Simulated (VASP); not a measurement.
# ZnS (P6_3mc) in VASP: further runs, part 3 of 3

VASP 6.6.1. The steps go on from the part before.

### Step 5. Relaxation of cell and atoms, PBEsol

This run uses another cell than the first one, of 20.19 Å³/atom.

Input file INCAR:

```
PREC = Accurate
ENCUT = 600
EDIFF = 1E-6
ISMEAR = -1
SIGMA = 0.02
LREAL = F
LASPH = T
NELM = 60
ALGO = Normal
ISIF = 3
LWAVE = F
LCHARG = F
GGA = PS
IBRION = 2
NSW = 80
EDIFFG = -0.005
```

Input file KPOINTS:

```
Automatic mesh
0
Gamma
  12 12 4
```

Input file POSCAR:

```
ZnS
1.0
    3.8457820700      0.0000000000      0.0000000000
   -1.9228910350      3.3305449700      0.0000000000
    0.0000000000      0.0000000000      6.3040208800
Zn S
2 2
Direct
    0.3333333333      0.6666666667      0.0052010958
    0.6666666667      0.3333333333      0.5052010958
    0.3333333333      0.6666666667      0.3797989042
    0.6666666667      0.3333333333      0.8797989042
```

Potentials or basis: VASP PAW PBE potentials, release 64 (Zn, S).

Started as:

```sh
> cat potpaw_PBE.64/Zn/POTCAR potpaw_PBE.64/S/POTCAR > POTCAR
> mpirun -np 1 vasp_std > vasp.out
```

OUTCAR:

```text
PREC = Accurate
   ENCUT = 600
   EDIFF = 1E-6
   ISMEAR = -1
   LREAL = F
   LASPH = T
   NELM = 60
   ISIF = 3
   GGA = PS
   IBRION = 2
   NSW = 80
   EDIFFG = -0.005

 ion  position               nearest neighbor table
   1  0.333  0.667  0.005-   4 2.36   4 2.36   4 2.36   3 2.36
   2  0.667  0.333  0.505-   3 2.36   3 2.36   3 2.36   4 2.36
   3  0.333  0.667  0.380-   2 2.36   2 2.36   2 2.36   1 2.36
   4  0.667  0.333  0.880-   1 2.36   1 2.36   1 2.36   2 2.36

  LATTYP: Found a hexagonal cell.
 ALAT       =     3.8457820700
 C/A-ratio  =     1.6392038772

  Lattice vectors:

 A1 = (   3.8457820700,   0.0000000000,   0.0000000000)
 A2 = (  -1.9228910350,   3.3305449700,   0.0000000000)
 A3 = (   0.0000000000,   0.0000000000,   6.3040208800)

Analysis of symmetry for initial positions (statically):
=====================================================================
 Subroutine PRICEL returns:
 Original cell was already a primitive cell.

 Routine SETGRP: Setting up the symmetry group for a
 hexagonal supercell.

 Subroutine GETGRP returns: Found 12 space group operations
 (whereof  6 operations were pure point group operations)
 out of a pool of 24 trial point group operations.

The static configuration has the point symmetry C_3v.
[... 171 lines left out ...]

  FORCE on cell =-STRESS in cart. coord.  units (eV):
  Direction    XX          YY          ZZ          XY          YZ          ZX
  --------------------------------------------------------------------------------------
  -------------------------------------------------------------------------------------
  Total       -1.6617176     -1.6617176     -1.6547786      0.0000000      0.0000000      0.0000000
  in kB      -32.9723712    -32.9723712    -32.8346863      0.0000000      0.0000000      0.0000000
  external PRESSURE =     -32.9264762 kB  Pullay stress =       0.0000000 kB
[... 25 lines left out ...]
--------------------------------------- Ionic step        2  -------------------------------------------

 number of electron      36.0000006 magnetization

 E-fermi :   2.8076     XC(G=0): -10.0200

 val. band max:        2.3902162652   @ k =   0.0000   0.0000   0.0000
 cond. band min:       4.6103884946   @ k =   0.0000   0.0000   0.0000
 fundamental gap:      2.2201722293
 Fermi energy:         2.8076028882

 k-point     1 :       0.0000    0.0000    0.0000
  band No.  band energies     occupation
      1     -11.0620      2.00000
      2     -10.0404      2.00000
      3      -4.1453      2.00000
      4      -4.1316      2.00000
      5      -4.1316      2.00000
      6      -4.0446      2.00000
[... 742 lines left out ...]
--------------------------------------- Ionic step        6  -------------------------------------------

 number of electron      35.9999997 magnetization

 Free energy of the ion-electron system (eV)
  ---------------------------------------------------
  ext. energy  EPLUGINS =         0.00000000
  ---------------------------------------------------
  free energy    TOTEN  =       -15.16855722 eV

  energy without entropy =      -15.16855722  energy(sigma->0) =      -15.16855722

 E-fermi :   2.6884     XC(G=0):  -9.9496

 val. band max:        2.2487218243   @ k =   0.0000   0.0000   0.0000
 cond. band min:       4.3968914380   @ k =   0.0000   0.0000   0.0000
 fundamental gap:      2.1481696137
 Fermi energy:         2.6883865740

 k-point     1 :       0.0000    0.0000    0.0000
  band No.  band energies     occupation
      1     -11.0964      2.00000
      2     -10.1055      2.00000
      3      -4.2271      2.00000
      4      -4.2109      2.00000
      5      -4.2109      2.00000
      6      -4.1258      2.00000
[... 622 lines left out ...]
  FREE ENERGIE OF THE ION-ELECTRON SYSTEM (eV)
  ---------------------------------------------------
  free  energy   TOTEN  =       -15.1685572222 eV

  energy  without entropy=      -15.1685572222  energy(sigma->0) =      -15.16855722

 reached required accuracy - stopping structural energy minimisation
```

OSZICAR:

```text
N       E                     dE             d eps       ncg     rms          rms(c)
DAV:   1     0.251072916286E+03    0.25107E+03   -0.19050E+04  2508   0.216E+03
DAV:   2     0.866067154534E+01   -0.24241E+03   -0.23645E+03  2604   0.404E+02
[... 47 lines left out ...]
   5 F= -.15168538E+02 E0= -.15168538E+02  d E =-.172300E-04
       N       E                     dE             d eps       ncg     rms          rms(c)
DAV:   1    -0.151686871981E+02   -0.14946E-03   -0.15730E-02  2514   0.906E-01    0.747E-02
DAV:   2    -0.151686042974E+02    0.82901E-04   -0.37924E-04  3376   0.267E-01    0.444E-02
DAV:   3    -0.151685579873E+02    0.46310E-04   -0.58861E-05  2958   0.994E-02    0.122E-02
DAV:   4    -0.151685571910E+02    0.79627E-06   -0.19244E-05  2790   0.382E-02    0.730E-03
DAV:   5    -0.151685572222E+02   -0.31147E-07   -0.14320E-06  1404   0.146E-02
   6 F= -.15168557E+02 E0= -.15168557E+02  d E =-.368060E-04
```

It took 5.8 min on 1 thread of Intel Xeon Platinum 8259CL at 2.50GHz (Skylake/Cascade Lake), shared host; peak memory 0.29 GiB.

What came out:

- Free energy: -15.1686 eV
- Relaxed volume: 19.28 Å³/atom
- Relaxed cell: a = 3.786 Å, b = 3.786 Å, c = 6.214 Å, α = 90.00°, β = 90.00°, γ = 120.00°
- Space group after relaxing (to 0.1 Å): P6_3mc (No. 186)
- Energy gained by relaxing: 9.7 meV/atom
- Ionic steps: 6
- Pressure after relaxing: 0.0 GPa
- Band gap on the k mesh: 2.15 eV

The path:
```tsv
step	energy change (eV)	largest force (eV/Å)	pressure (GPa)	volume (Å³)
1	0.0000	0.0028	-3.29	80.75
2	-0.0350	0.0128	1.03	75.99
3	-0.0389	0.0087	0.03	77.06
4	-0.0389	0.0084	-0.02	77.14
5	-0.0389	0.0061	-0.05	77.14
6	-0.0389	0.0000	-0.02	77.13
```

Final structure:
```
Zn S
1.0
     3.78593    0.00000    0.00000
    -1.89296    3.27871    0.00000
     0.00000    0.00000    6.21391
Zn S
2 2
Direct
  0.33333 0.66667 0.00542
  0.66667 0.33333 0.50542
  0.33333 0.66667 0.37958
  0.66667 0.33333 0.87958
```

Levels at points of the mesh, in eV from the valence-band top:
```tsv
k point	band 15	band 16	band 17	band 18	band 19	band 20	band 21	band 22
(0.00, 0.00, 0.00)	-0.93	-0.09	0.00	0.00	2.15	3.02	6.21	6.21
(0.50, 0.00, 0.00)	-3.42	-2.34	-1.78	-0.92	3.52	4.20	4.97	6.80
(0.00, 0.00, 0.50)	-0.49	-0.49	-0.49	-0.49	3.50	3.50	6.67	6.67
(0.50, 0.00, 0.50)	-1.71	-1.71	-1.69	-1.69	3.41	3.41	5.10	5.10
```

Caveat: the PAW data sets were made with another functional, which shifts forces and pressure a little. A k mesh can miss the band edges.

### Step 6. Relaxation of cell and atoms, LDA

This run uses another cell than the first one, of 20.19 Å³/atom.

Input file INCAR:

```
PREC = Accurate ; ENCUT = 600
EDIFF = 1E-7 ; ISMEAR = -1
SIGMA = 0.02 ; LREAL = False
LASPH = True ; NELM = 80
ALGO = Normal ; ISIF = 3
LWAVE = False ; LCHARG = False
IBRION = 2 ; NSW = 80
EDIFFG = -0.005
```

KPOINTS is that of step 5.

POSCAR is that of step 5.

Potentials or basis: VASP PAW LDA potentials, release 64 (Zn, S).

Started as:

```sh
> cat potpaw_LDA.64/Zn/POTCAR potpaw_LDA.64/S/POTCAR > POTCAR
> mpirun -np 1 vasp_std > vasp.out
```

Run time: 8.3 min. Hardware: 1 thread of Intel Xeon Platinum 8259CL at 2.50GHz (Skylake/Cascade Lake), shared host; peak memory 0.26 GiB.

The run converged. Its results:

| Item | Value |
| --- | --- |
| Free energy | -16.4050 eV |
| Relaxed volume | 18.64 Å³/atom |
| Relaxed cell | a = 3.742 Å, b = 3.742 Å, c = 6.148 Å, α = 90.00°, β = 90.00°, γ = 120.00° |
| Space group after relaxing (to 0.1 Å) | P6_3mc (No. 186) |
| Energy gained by relaxing | 29.8 meV/atom |
| Ionic steps | 8 |
| Pressure after relaxing | 0.0 GPa |
| Band gap on the k mesh | 2.21 eV |

The path:
| step | energy change (eV) | largest force (eV/Å) | pressure (GPa) | volume (Å³) |
| --- | --- | --- | --- | --- |
| 1 | 0.0000 | 0.0052 | -5.72 | 80.75 |
| 2 | -0.1045 | 0.0251 | 2.39 | 72.61 |
| 3 | -0.1189 | 0.0163 | 0.02 | 74.55 |
| 4 | -0.1189 | 0.0158 | -0.15 | 74.67 |
| 5 | -0.1189 | 0.0108 | -0.13 | 74.67 |
| 6 | -0.1190 | 0.0022 | -0.10 | 74.65 |
| 7 | -0.1190 | 0.0016 | 0.09 | 74.50 |
| 8 | -0.1190 | 0.0001 | 0.01 | 74.56 |

Final structure:
```xyz
4
Lattice="3.7420 0.0000 0.0000 -1.8710 3.2407 0.0000 0.0000 0.0000 6.1484" Properties=species:S:1:pos:R:3 pbc="T T T"
Zn    0.0000    2.1604    0.0343
Zn    1.8710    1.0802    3.1085
S     0.0000    2.1604    2.3328
S     1.8710    1.0802    5.4070
```

Levels at points of the mesh, in eV from the valence-band top:
```csv
k point,band 14,band 15,band 16,band 17,band 18,band 19,band 20,band 21,band 22
"(0.00, 0.00, 0.00)",-0.98,-0.98,-0.10,0.00,0.00,2.21,3.01,6.13,6.13
"(0.50, 0.00, 0.00)",-4.42,-3.60,-2.46,-1.90,-0.98,3.42,4.21,4.89,6.74
"(0.00, 0.00, 0.50)",-3.08,-0.52,-0.52,-0.52,-0.52,3.52,3.52,6.61,6.61
"(0.50, 0.00, 0.50)",-5.23,-1.80,-1.80,-1.78,-1.78,3.34,3.34,5.03,5.03
```

### Step 7. The runs side by side

```csv
task,level,potentials or basis,cell,cutoff (eV),gap on the mesh (eV),pressure (GPa),relaxed volume (Å³/atom)
single point,LDA,"VASP PAW LDA potentials, release 64 (Zn, S)","a = 3.738, b = 3.738, c = 6.143 Å, angles 90.0, 90.0, 120.0°, 4 atoms",520,2.23,0.2,-
single point,PBEsol,"VASP PAW PBE potentials, release 64 (Zn, S)","a = 3.782, b = 3.782, c = 6.208 Å, angles 90.0, 90.0, 120.0°, 4 atoms",520,2.16,0.2,-
single point,r2SCAN,"VASP PAW PBE potentials, release 64 (Zn, S)","a = 3.805, b = 3.805, c = 6.244 Å, angles 90.0, 90.0, 120.0°, 4 atoms",520,2.79,0.1,-
relaxation of cell and atoms,PBEsol,"VASP PAW PBE potentials, release 64 (Zn, S)","relaxed from a = 3.846, b = 3.846, c = 6.304 Å, angles 90.0, 90.0, 120.0°, 4 atoms",600,2.15,0.0,19.28
relaxation of cell and atoms,LDA,"VASP PAW LDA potentials, release 64 (Zn, S)","relaxed from a = 3.846, b = 3.846, c = 6.304 Å, angles 90.0, 90.0, 120.0°, 4 atoms",600,2.21,0.0,18.64
```

Alike in all rows: no spin polarisation; k mesh 12 × 12 × 4; smearing fermi-dirac 0.02 eV.

Caveats: the PAW data sets were made with another functional, which shifts forces and pressure a little (at least some runs).

Absolute energies hang on the potentials; compare differences alone.

### Step 8. Comparison with measurements

Step 2. Against the measured gap of ZnS, 3.911 eV (direct; 4 K; a printed reference work, monograph), the calculated 2.23 eV is off by -1.68 eV. The value is that of LDA on a finite k mesh, which can miss the band edges, without temperature or zero-point motion. Semilocal functionals fall short of measured gaps as a rule.

Step 3. Against the measured gap of ZnS, 3.911 eV (direct; 4 K; a printed reference work, monograph), the calculated 2.16 eV is off by -1.75 eV. The value is that of PBEsol on a finite k mesh, which can miss the band edges, without temperature or zero-point motion. Semilocal functionals fall short of measured gaps as a rule.

Step 4. A measured gap of ZnS is 3.911 eV (direct; 4 K; a printed reference work, monograph); the calculated 2.79 eV misses it by -1.12 eV. The value is that of r2SCAN on a finite k mesh, which can miss the band edges, without temperature or zero-point motion.
